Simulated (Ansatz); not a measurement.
## Si started in the widest void in diamond Si, 65 atoms, charge −2

All numbers come from Ansatz (PAW, plane waves, no spin–orbit coupling) at the single k point (¼, ¼, ¼) without its symmetry partners. The atoms were relaxed with PBEsol in a fixed cell; other functionals are single points on those atoms unless said otherwise. The valence top and gap of the host come from its small cell on a dense mesh, with the band extrema sought between the mesh points, lined up by the mean potential, PBEsol gap 0.46 eV, r²SCAN gap 0.76 eV. The charge correction uses an assumed dielectric constant of 11.7.

Cell: a = 10.866 Å, b = 10.866 Å, c = 10.866 Å, α = 90.00°, β = 90.00°, γ = 90.00°.

Nearest atoms after relaxation, from the placed atom (for vacancies from the middle of the vacant sites): Si at 2.47 Å, Si at 2.50 Å, Si at 2.51 Å, Si at 2.53 Å, Si at 2.66 Å, Si at 2.70 Å, Si at 2.72 Å, Si at 2.72 Å.

Chemical potentials μ are those of reference phases of the elements at zero temperature by the same functional (the usual solids, diamond for C, grey Sn, and the molecules H2, N2, O2, F2, Cl2, Br2 and S8).

| functional | E(defect) − E(host) − Σ nμ + q·E_VBM (eV) | monopole (eV) | alignment (eV) | formation energy at E_F = VBM (eV) | moment (μB) | wall time, shared host |
| --- | --- | --- | --- | --- | --- | --- |
| PBEsol | 4.88 | 0.64 | -0.44 | 5.08 | 0 (no spin) | 36 s on 7 threads of Neoverse-V2 (relaxation) |
| r²SCAN | 6.67 | 0.64 | -0.44 | 6.87 | 0 (no spin) | 35 s on 7 threads of Neoverse-V2 |

(1) How does the monopole term follow by hand for this cubic cell?

r²SCAN one-electron levels near the gap (the ten most localised at most), from the host's valence top, not corrected for the charge's images:

| level (eV) | spin | filling | atoms sharing it | element of the atom with most weight |
| --- | --- | --- | --- | --- |
| 0.78 | both | 2.00 | 51.0 | spread |
| 0.81 | both | 1.96 | 54.9 | spread |
| 0.88 | both | 0.05 | 27.9 | spread |

The charge sits partly or wholly in a band of the host, at the cell's one k point and not at the band edge, so the formation energy is too high and the charge correction doesn't apply as it stands.

The runs had no spin polarisation though PBEsol leaves holes or close levels at the Fermi level; a state of higher spin may be lower.

One k point and a cell of this size can leave errors of several tenths of an eV in such numbers.

Answers

(1) q²·α·e²/(4πε₀)/(2εL) with the Madelung constant α = 2.837 and e²/4πε₀ = 14.40 eV·Å: 4 × 2.837 × 14.40 / (2 × 11.7 × 10.866) = 0.64 eV.
